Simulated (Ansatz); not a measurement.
# MoS2 (R-3m): one cell, many starting occupations (series 2), part 1 of 2

Aim: start the open shells of MoS2 (R-3m) from different occupation matrices at one fixed cell, and see in which states the SCF ends. Cell and atoms stay fixed.

The COD entry's cell or inner coordinates are ideal or old and differ from later refinements, so a difference from it is no clean test against experiment.

Computed with Ansatz 0.2.0 (DFT r²SCAN+U (U_eff = 2.5 eV on Mo d), plane waves, PAW, unless a step's input says otherwise).

### Step 1. The starting structure

The structure is trigonal, space group R-3m (No. 166). Conventional cell: a = 3.171 Å, b = 3.171 Å, c = 18.345 Å, α = 90.00°, β = 90.00°, γ = 120.00°. Mo (site symmetry -3m) is surrounded by 6 S at 2.39 Å. S (site symmetry 3m) has 3 Mo at 2.39 Å as nearest neighbours.

Structure file:

```cif
data_structure
_symmetry_space_group_name_H-M 'R-3m:H'
_symmetry_Int_Tables_number 166
_cell_length_a 3.1710
_cell_length_b 3.1710
_cell_length_c 18.3450
_cell_angle_alpha 90.000
_cell_angle_beta 90.000
_cell_angle_gamma 120.000
_cell_volume 159.75
loop_
_atom_site_label
_atom_site_type_symbol
_atom_site_symmetry_multiplicity
_atom_site_Wyckoff_symbol
_atom_site_fract_x
_atom_site_fract_y
_atom_site_fract_z
_atom_site_occupancy
Mo1 Mo 3 a 0.00000 0.00000 0.00000 1
S1 S 6 c 0.00000 0.00000 0.75000 1
```

Magnetic order typed: ferromagnetic.

The runs: from atoms, default search; random orbitals: single harmonics, second filling; random orbitals: fully mixed, first filling; random orbitals: single harmonics, first filling; random orbitals: fully mixed, one electron fewer.

An earlier series on this cell reached its lowest free state from «random orbitals: fully mixed, first filling», perhaps among other starts.

### Step 2. From atoms, default search

Contents of input.yaml:

```yaml
crystal:
  lattice:
    - [1.58550029, 0.91538902, 6.11499825]
    - [-1.58550029, 0.91538902, 6.11499825]
    - [0.0, -1.83077804, 6.11499825]
  atoms:
    - { symbol: Mo, position: [0.0, 0.0, 0.0], spin: 2.0 }
    - { symbol: S, position: [0.75, 0.75, 0.75] }
    - { symbol: S, position: [0.25, 0.25, 0.25] }
basis:
  ecutwfc: 500
  ecutrho_ratio: 4
kpoints:
  mp_grid: { grid: [7, 7, 7] }
hamiltonian:
  xc: r2scan
  hubbard: { sites: [{ site: 0, l: d, u_eff: 2.5 }] }
scf:
  occupations: { method: gaussian, width: 0.05 }
output:
  forces: true
  stress: true
  eigenvalues: true
  populations: true
  hubbard: { sites: [{ site: 0, l: d }] }
  write_density: true
  write_potential: true
  elf: true
  volumetric_format: npy
magnetization:
  spin_polarized: true
```

Launch:

```console
$ ansatz run input.yaml --threads 4 --pin off --max-ram 6144MiB --backend cpu --events-out ev --progress --plain --runs-dir out
```

The program printed:

```text
Warning: RAYON_NUM_THREADS=4 ignored (pool sized by the plan → 4); use --threads N
basis.fft_grid_basis auto: the FFT boxes are laid along the combinations [[1, -1, 0], [0, 1, 0], [0, -1, 1]] of the cell's own vectors, 3.171, 6.383 and 3.171 Å long. The dense box has 24×48×24 points. Along the cell's own vectors, as sized, it would have 48×48×48, 4.00 times as many. Of the 12 symmetry operations that the crystal satisfies within crystal.symmetry.tolerance (time reversal apart; of a slab, those that keep its plane) the dense box along the cell's own vectors carries 12, and the one as laid loses 8 of those. basis.fft_grid_basis: typed keeps the cell's own vectors: state it where this run's energies or levels are differenced outside the engine with another run's, or held beside a run that keeps those vectors. Those combinations have planes normal to reciprocal vector 3, as the cell's own vectors have. Each planar average written beside output.write_density, output.write_potential has a row for each plane of the box: 24. The volumetric files lie along those combinations, not along the cell's own vectors: a cube or XSF file states them, and fields.json those of NumPy files.
Mo: projections on atomic orbitals take those of the free atom [Ar 3d10] 4s2 4p6 4d5 5s1, of charge +0.00 (hamiltonian.pseudopotentials.projection_atoms); the dataset's partial waves leave at most 6.0e-6 of an orbital's norm unspanned inside its sphere
S: projections on atomic orbitals take those of the free atom [Ne] 3s2 3p4, of charge +0.00 (hamiltonian.pseudopotentials.projection_atoms); the dataset's partial waves leave at most 1.6e-7 of an orbital's norm unspanned inside its sphere
Engine: ansatz 0.2.0, x86_64-unknown-linux-gnu
Pseudopotentials: kind: paw
Pseudopotential: Mo, paw, valence charge 14, recommended cutoff 500 eV (meta_gga), Mo.paw.azcp
Pseudopotential: S, paw, valence charge 6, recommended cutoff 500 eV (meta_gga), S.paw.azcp
Functional definition: r2SCAN
  parameter k0 = 0.174
  parameter k1 = 0.065
  parameter a1 = 4.9479
  exchange = r2scan_x(k0 = k0, k1 = k1, a1 = a1)
  correlation = r2scan_c
Crystal: 3 atoms, lattice volume = 53.250 Å³
Basis set: ecut = 500 eV, 1355 PW (Γ), FFT grids on a1−a2, a2, −a2+a3, exchange–correlation on 96×192×96 points (64 copies of the dense FFT grid, shifted against one another)
Bands: 18, of which v1, the nominal top of the filled ones, is band 13 counted from 1 (12 counted from 0)
Symmetry: 12 space group operations
Space group: R-3m (ITA 166), of the structure as read, at distance tolerance 3.8e-5 Å
Magnetic group: BNS 166.97 (UNI 1327), of the structure as read, at distance tolerance 3.8e-5 Å
k-points: 44 of 343
Non-local potential: Mo, projectors of the file, l = 0: 3, l = 1: 2, l = 2: 2, l = 3: 1
Non-local potential: S, projectors of the file, l = 0: 2, l = 1: 2, l = 2: 2
PAW form: soft (Blöchl's): semilocal exchange-correlation on the pseudo side does not see the compensation charge
PAW frozen core: Mo, regenerated for the run's functional (the file was generated under x = pbe(κ = 0.804, μ = 0.2195149727645171), c = pbe(β = 0.06672455060314922))
PAW frozen core: S, regenerated for the run's functional (the file was generated under x = pbe(κ = 0.804, μ = 0.2195149727645171), c = pbe(β = 0.06672455060314922))
PAW one-centre angular grid: Mo, 590 points (default); XC on 160 Gauss nodes
PAW one-centre angular grid: S, 302 points (default); XC on 160 Gauss nodes
Initial density: superposition of atomic densities (chi_scale 0.1, normalization cell)
Starting moments: Σ|m| = 2 μB on 1 of 3 sites
Initial wavefunctions: pseudopotential atomic-orbital guess
Functional: x = r2scan, c = r2scan; τ floored in thin density (d = 2e-4 eV/Å³)
SCF iter   1: F=—  HF=-6778.859135 eV  |F-HF|=—  |Δ(HF+E_count)|=         —  Δρ=7.31e-2 (↑7.31e-2 ↓3.58e-2)  dr2=7.14e0  dr2_τ=1.31e-1  dr2_m=6.36e-1  M=1.183 μB ∫|m|=1.339 μB  β_m=0.30  ethr=3.10e-3  ⟨swp⟩=6.1  Hψ=8880  notcnv=0
preconditioner: auto → none  [insulator: Δε(μ)=0.065 eV  Ē_g=10.343 eV  σ=0.050 eV  W_gap=0.56  n_scr=16 (ndim 8)  ℏωp=21.6 eV  f_vac=0.002  D(μ)=1.55/eV (n_scr^D=4)  ε∞_Penn≈5.4]
SCF iter   2: F=—  HF=-6778.204136 eV  |F-HF|=—  |Δ(HF+E_count)|=   6.55e-1  Δρ=3.88e-2 (↑2.27e-2 ↓3.88e-2)  dr2=4.28e0  dr2_τ=1.64e-1  dr2_m=2.13e-1  M=1.138 μB ∫|m|=1.502 μB  β_m=0.30  ethr=3.10e-3  ⟨swp⟩=3.5  Hψ=4241  notcnv=0  defer=61  κ⁻¹=1.0e0(r=1)
preconditioner: auto → Kerker (q_TF=auto, 2.421 Å⁻¹)  [metal: Δε(μ)=0.017 eV  Ē_g=9.478 eV  σ=0.050 eV  W_gap=0.19  n_scr=16 (ndim 8)  ℏωp=21.6 eV  f_vac=0.005  D(μ)=3.61/eV (n_scr^D=36)]
spin=Collinear: Kerker preconditioning applied to the charge; magnetization (m = ρ↑ − ρ↓) channel mixes plain (no charge-response kernel on spin).
SCF iter   3: F=—  HF=-6777.861992 eV  |F-HF|=—  |Δ(HF+E_count)|=   3.42e-1  Δρ=2.76e-2 (↑2.76e-2 ↓2.14e-2)  dr2=5.93e-1  dr2_τ=3.47e-2  dr2_m=1.85e-1  M=1.008 μB ∫|m|=1.315 μB  β_m=0.30  ethr=3.10e-3  ⟨swp⟩=3.1  Hψ=3090  notcnv=0  defer=55  κ⁻¹=1.3e-3(r=2)
SCF iter   4: F=—  HF=-6778.088601 eV  |F-HF|=—  |Δ(HF+E_count)|=   2.27e-1  Δρ=2.85e-2 (↑1.77e-2 ↓2.85e-2)  dr2=2.21e0  dr2_τ=3.29e-2  dr2_m=7.37e-2  M=0.972 μB ∫|m|=1.390 μB  β_m=1.00  ethr=2.28e-3  ⟨swp⟩=2.6  Hψ=3332  notcnv=0  defer=43  κ⁻¹=9.9e-5(r=3)
SCF iter   5: F=—  HF=-6777.901788 eV  |F-HF|=—  |Δ(HF+E_count)|=   1.87e-1  Δρ=7.14e-3 (↑7.14e-3 ↓5.97e-3)  dr2=1.96e-2  dr2_τ=2.17e-2  dr2_m=1.71e-2  M=0.780 μB ∫|m|=1.177 μB  β_m=0.30  ethr=2.28e-3  ⟨swp⟩=3.0  Hψ=3121  notcnv=0  defer=44  κ⁻¹=2.0e-5(r=4)
SCF iter   6: F=—  HF=-6777.944641 eV  |F-HF|=—  |Δ(HF+E_count)|=   4.29e-2  Δρ=9.82e-3 (↑9.82e-3 ↓3.78e-3)  dr2=6.54e-2  dr2_τ=1.19e-3  dr2_m=1.92e-2  M=0.703 μB ∫|m|=1.094 μB  β_m=1.20  ethr=7.55e-5  ⟨swp⟩=2.6  Hψ=3166  notcnv=0  defer=47
Mixer restart at iter 6: flushing history
spin-set hold released at iteration 6 (site moments contracting): the magnetisation degrees of freedom join the quasi-Newton model from the next iteration; the mixer history was flushed
SCF iter   7: F=—  HF=-6777.965783 eV  |F-HF|=—  |Δ(HF+E_count)|=   2.11e-2  Δρ=4.43e-3 (↑4.43e-3 ↓2.88e-3)  dr2=9.89e-3  dr2_τ=1.37e-3  dr2_m=4.94e-3  M=0.514 μB ∫|m|=0.931 μB  β_m=1.20  ethr=7.55e-5  ⟨swp⟩=2.8  Hψ=2984  notcnv=0  defer=47  κ⁻¹=1.0e0(r=1)
SCF iter   8: F=—  HF=-6778.008974 eV  |F-HF|=—  |Δ(HF+E_count)|=   4.32e-2  Δρ=4.66e-3 (↑4.66e-3 ↓4.34e-3)  dr2=6.95e-3  dr2_τ=1.30e-3  dr2_m=8.22e-3  M=0.255 μB ∫|m|=0.731 μB  β_m=1.20  ethr=3.80e-5  ⟨swp⟩=2.2  Hψ=3069  notcnv=0  defer=47  κ⁻¹=7.7e-2(r=2)
SCF iter   9: F=—  HF=-6777.969647 eV  |F-HF|=—  |Δ(HF+E_count)|=   3.93e-2  Δρ=4.19e-3 (↑4.19e-3 ↓3.64e-3)  dr2=5.70e-3  dr2_τ=8.85e-4  dr2_m=6.26e-3  M=0.494 μB ∫|m|=0.913 μB  β_m=1.20  ethr=2.67e-5  ⟨swp⟩=2.0  Hψ=3007  notcnv=0  defer=46  κ⁻¹=1.0e-2(r=3)
[... 16 lines left out ...]
SCF 1 converged in 24 iterations: F = -6777.932618 eV  dr2 = 1.17e-8
Following the negative reading down, search 1: the free energy F (with its fill's electron-count term) along its direction. At the converged state itself: F - F(close) = +3.638e-12 eV
  point 1 (+, 4.0e-4 eV away): F - F(close) = -7.082e-5 eV
  point 2 (+, 1.6e-3 eV away): F - F(close) = -2.712e-4 eV
  point 3 (+, 6.4e-3 eV away): F - F(close) = -8.407e-4 eV
  point 4 (+, 2.6e-2 eV away): F - F(close) = -9.646e-4 eV
  point 5 (+, 1.0e-1 eV away): F - F(close) = +1.203e-2 eV
  point 6 (-, 1.6e-3 eV away): F - F(close) = -2.491e-4 eV
  point 7 (-, 6.4e-3 eV away): F - F(close) = -1.658e-3 eV
  point 8 (-, 2.6e-2 eV away): F - F(close) = -1.839e-2 eV
  point 9 (-, 1.0e-1 eV away): F - F(close) = -5.957e-2 eV
  point 10 (-, 4.1e-1 eV away): F - F(close) = -1.417e-1 eV
  point 11 (-, 1.6e0 eV away): F - F(close) = -3.870e-2 eV
[... 1 line left out ...]
Starting moments: Σ|m| = 2 μB on 1 of 3 sites; this step starts from the density that it was given
[... 3 lines left out ...]
spin=Collinear: Kerker preconditioning applied to the charge; magnetization (m = ρ↑ − ρ↓) channel mixes plain (no charge-response kernel on spin).
[... 22 lines left out ...]
SCF 2 converged in 19 iterations: F = -6778.125850 eV  dr2 = 1.35e-10
The result is that of the SCF that stage 1 started: 0.19 eV lower in free energy than the state whose close was followed first; 24 iterations were spent on what was left
Symmetry: 4 space group operations
k-points: 100 of 343
[... 3 lines left out ...]
spin=Collinear: Kerker preconditioning applied to the charge; magnetization (m = ρ↑ − ρ↓) channel mixes plain (no charge-response kernel on spin).
[... 10 lines left out ...]
SCF 3 converged in 11 iterations: F = -6778.128575 eV  dr2 = 4.45e-11
[... 2 lines left out ...]
spin=Collinear: Kerker preconditioning applied to the charge; magnetization (m = ρ↑ − ρ↓) channel mixes plain (no charge-response kernel on spin).
[... 9 lines left out ...]
SCF 4 converged in 10 iterations: F = -6778.128575 eV  dr2 = 1.00e-10
[... 2 lines left out ...]
eigensolver tolerance schedule: the retry pair's looser diagonalisation over-reported the residual by 77981.47 of it (diagonalisation noise at an unbounded share of the residual, at the tolerance the schedule requests for it); recorded, not acted on — ethr = c·dr2/N_el stays at c = 1.0e-1
[... 1 line left out ...]
spin=Collinear: Kerker preconditioning applied to the charge; magnetization (m = ρ↑ − ρ↓) channel mixes plain (no charge-response kernel on spin).
[... 2 lines left out ...]
SCF 5 converged in 3 iterations: F = -6778.128575 eV  dr2 = 9.42e-12
[... 3 lines left out ...]
spin=Collinear: Kerker preconditioning applied to the charge; magnetization (m = ρ↑ − ρ↓) channel mixes plain (no charge-response kernel on spin).
[... 3 lines left out ...]
an SCF along what the orbitals of the run's state read of its open shells (or to have them read: on a GPU, or by another smearing), with 8 of the crystal's symmetry operations given up (100 k-points in place of 44), reached no lower state that the run goes on to. This is no proof of a minimum
Starting moments: Σ|m| = 5 μB on 1 of 3 sites
[... 2 lines left out ...]
spin=Collinear: Kerker preconditioning applied to the charge; magnetization (m = ρ↑ − ρ↓) channel mixes plain (no charge-response kernel on spin).
[... 16 lines left out ...]
SCF 6 converged in 17 iterations: F = -6777.934091 eV  dr2 = 6.52e-9
[... 2 lines left out ...]
spin=Collinear: Kerker preconditioning applied to the charge; magnetization (m = ρ↑ − ρ↓) channel mixes plain (no charge-response kernel on spin).
[... 2 lines left out ...]
an SCF towards Hund's moment on open shells that bore less, with 8 of the crystal's symmetry operations given up (100 k-points in place of 44), reached no lower state that the run goes on to. This is no proof of a minimum
[... 2 lines left out ...]
spin=Collinear: Kerker preconditioning applied to the charge; magnetization (m = ρ↑ − ρ↓) channel mixes plain (no charge-response kernel on spin).
[... 3 lines left out ...]
an SCF towards Hund's moment on open shells that bore less, with 8 of the crystal's symmetry operations given up (100 k-points in place of 44), reached no lower state that the run goes on to. This is no proof of a minimum
SCF converged after 3 iterations
Stability not told: the lowest value that the SCF's own minimisation read on its close, 7.1e-2 (residual 1.6e-3), is positive but too near zero to vouch for directions that it does not look along: no lower mode is shown, and none is ruled out
Magnetization: 0.1315 μB (13.0658 up, 12.9342 down)
Absolute magnetization: 0.2354 μB (∫|ρ↑−ρ↓|, with the PAW one-centre terms)
Spin contamination: 0.0456 ħ² per cell (⟨S²⟩ above its minimum at these occupations)
Per-site moments (μB) at R_I (Å): [(0.08742285535362461, 0.9838642517170558), (0.003790980990069317, 0.9838642517170562), (0.003790980990069303, 0.9838642517170558)]
Free energy (F): -6778.128575 eV
Harris-Foulkes:  -6778.128575 eV  (|F-HF|=1.82e-12)
Internal energy: -6778.127502 eV  (E = F + TS)
E sigma→0 (E₀):  -6778.128039 eV
Entropy (-TS):   -0.001073 eV (-0.358 meV/atom)
Fermi energy:    11.167942 eV
--- Per-component energies (eV) ---
  E_band       = -174.232444
  E_kinetic    = 657.346487
  E_local      = -1975.041081  (includes V_loc(G=0)·N_el)
  E_nonlocal   = 199.105387
  E_hartree    = 760.106059
  E_xc         = -363.182843
  E_vxc        = -446.821751  (∫ρ·V_xc dr)
  E_hubbard    = 3.067583  (on-site DFT+U / exact-exchange correction)
  E_vhub       = -0.290069  (the Hubbard potential's part of the band-sum identity)
  E_paw        = -4436.148304  (= ΣΔE_a)
  E_vpaw       = -154.539071  (= ΣTr[D̂ρ^β])
  E_aug_tail   = 0.000008  (compensation charges beyond the density's cutoff)
  E_vtau       = 25.795510  (kinetic-family band-sum trace: ∫τ·v_τ [+ j·A + Jᵃ·Aᵃ] dr)
  E_ewald      = -1622.940059
  E_core_change = -0.440737  (= ΣΔE_core)
  E_smearing   = -0.001073  (= −TS)
  E_closure    = 0.000000  (closes the sum)
  Σ components = -6778.128575   (vs F -6778.128575, Δ=0.00e0)
--- Forces (eV/Å), atoms counted from 1 ---
  atom   1  Mo     0.00000000     0.00000000     0.00000000
  atom   2  S     -0.00678700     0.00391847     0.80296355
  atom   3  S      0.00678700    -0.00391847    -0.80296355
  max |Σ_I F_I| component: 1.11e-16 eV/Å
--- Stress (GPa, compression-positive) ---
        7.047827       0.007473      -0.100292
        0.007473       7.056456       0.057904
       -0.100295       0.057905       8.280010
  P = ⅓ Tr σ = 7.4614 GPa (74.614 kbar)
--- Band table (eV; the first three rows and the last of 200) ---
  k-point 0 ↑: bands = ["-52.7116", "-26.0421", "-25.9843", "-25.9531", "-4.8107", "-3.1010", "3.7350", "6.6316", "6.7983", "9.1804", "9.4782", "9.8960", "9.9745", "10.7809", "10.7930", "14.6841", "14.7154", "17.7430"]
  k-point 1 ↑: bands = ["-52.7033", "-26.0559", "-26.0184", "-25.9873", "-4.4679", "-3.0492", "4.1591", "6.1031", "6.8616", "8.3002", "8.9102", "9.3773", "9.8710", "11.2327", "11.4926", "14.0766", "14.5116", "18.9144"]
  k-point 2 ↑: bands = ["-52.6845", "-26.2233", "-26.0461", "-25.9731", "-3.6355", "-2.8586", "4.7952", "5.7345", "6.0623", "6.8556", "8.6151", "8.7438", "9.3220", "11.8381", "12.0846", "14.5116", "14.5638", "18.4452"]
  k-point 99 ↓: bands = ["-52.5794", "-26.1901", "-25.9955", "-25.8933", "-3.0650", "-2.3512", "3.8818", "5.1836", "6.5612", "6.6477", "8.0083", "8.9631", "9.1183", "12.0676", "12.9844", "15.1203", "15.7860", "17.0914"]
Occupation matrices written to <dir>
--- Löwdin populations: 3 sites ---
  site symbol       q [e]    m [muB]
     0     Mo     13.6272     0.1158
     1      S      6.0862     0.0076
     2      S      6.0862     0.0076
  spilling = 0.007703 (of n_electrons = 26.000000)
--- Occupation matrices: 1 shell (run DFT+U table (all-electron-ortho-atomic); ε = 1.89e-4) ---
  Mo0 d_4D: site group D3d (-3m)
  Mo0 d_4D up     Tr n = 2.6274  λ = 0.441 0.472 0.514 0.534 0.666  [x2-y2 0.67 Eg(1.00) | xz 0.40 Eg(1.00) | z2 0.92 A1g(0.92) | yz 0.67 Eg(1.00) | xy 0.38 Eg(0.92)]
  Mo0 d_4D dn     Tr n = 2.5128  λ = 0.432 0.461 0.506 0.546 0.567  [xy 0.71 Eg(0.98) | x2-y2 0.48 Eg(1.00) | xz 0.62 Eg(0.85) | z2 0.83 A1g(0.83) | yz 0.48 Eg(1.00)]
  Tr n, λ and their labels are of the run-group-symmetrised matrices; stabiliser: 4 of 24 elements of G0×{1,Θ} (closed), max defect 3.4e-15 at τ = 4.0e-5
```

It took 82 s on 4 threads of AMD EPYC 9B45 (Zen 5), shared host; peak memory 1 GiB.

End state: no gap, pressure 7.5 GPa, moments in spheres Mo 0.09 μB, largest force component 0.80 eV/Å, 4 symmetry operations imposed.

The shells' filling, with natural orbitals sorted by occupation:

| shell | channel | electrons | over 0.8 | 0.2 to 0.8 | under 0.2 |
| --- | --- | --- | --- | --- | --- |
| Mo 4d (atom 1) | up | 2.63 | 0 | 5 | 0 |
| Mo 4d (atom 1) | down | 2.51 | 0 | 5 | 0 |

The maps below are laid out on this run's own conventional cell (a, b, c = 3.171, 3.171, 18.345 Å).

Density in a lattice plane of the grid's cell (edges 3.17 and 18.34 Å, at 0.000 of the third edge), which holds Mo and S.

Ten even steps from ' ' (-0.03 e/Å³) to '@' (6.17 e/Å³):
```
....      ..
            
            
..          
  ..      ..
..          
      ..    
      ..    
            
            
            
      ..    
      ..    
..          
  ..      ..
..          
            
            
....      ..
@@##      ##
```
Columns run along the first of these edges and rows up along the second, over one cell in 6 and 20 even steps from the bottom left corner. Atoms in the plane (fractional): Mo at (0.00, 0.00), S at (0.00, 0.75), S at (0.00, 0.25).

ELF in the same plane.

Ten even steps from ' ' (0.01) to '@' (0.94):
```
--::++##++::
  ::##%%##::
    ..--..  
@@@@==  ==@@
  **##..##**
####::::::##
......::....
  ::##%%##::
  ..**%%**..
            
  ..**%%**..
  ::##%%##::
......::....
####::::::##
  **##..##**
@@@@==  ==@@
    ..--..  
  ::##%%##::
--::++##++::
::##::::::##
```
Columns run along the first of these edges and rows up along the second, over one cell in 6 and 20 even steps from the bottom left corner. Atoms in the plane (fractional): Mo at (0.00, 0.00), S at (0.00, 0.75), S at (0.00, 0.25).

Both are smooth fields of the valence electrons: close to the nuclei they are not physical.

Spin density (up less down) in a lattice plane of the grid's cell (edges 3.17 and 18.34 Å, at 0.000 of the third edge), which holds Mo and S.

Values in e/Å³, 12 rows by 6 columns:
```
 0.00  0.00  0.00  0.00  0.00  0.00
 0.00  0.00  0.00  0.00  0.00  0.00
 0.00  0.00  0.00  0.00  0.00  0.00
 0.00  0.01  0.00 -0.02  0.02  0.00
 0.00  0.00  0.00  0.00  0.00  0.00
 0.00  0.00  0.00  0.00  0.00  0.00
 0.00  0.00  0.00  0.00  0.00  0.00
 0.00  0.00  0.02 -0.02  0.00  0.01
 0.00  0.00  0.00  0.00  0.00  0.00
 0.00  0.00  0.00  0.00  0.00  0.00
 0.00  0.00  0.00  0.00  0.00  0.00
 0.03  0.03  0.01  0.00  0.01  0.03
```
Columns run along the first of these edges and rows up along the second, over one cell in 6 and 12 even steps from the bottom left corner. Atoms in the plane (fractional): Mo at (0.00, 0.00), S at (0.00, 0.75), S at (0.00, 0.25).

Outside the cores ELF peaks at 0.94 beside S, off the lines to its neighbours, 0.9 Å from S; 0.86 on the S–Mo line, 0.8 Å from S.

(Continued in part 2 of 2.)
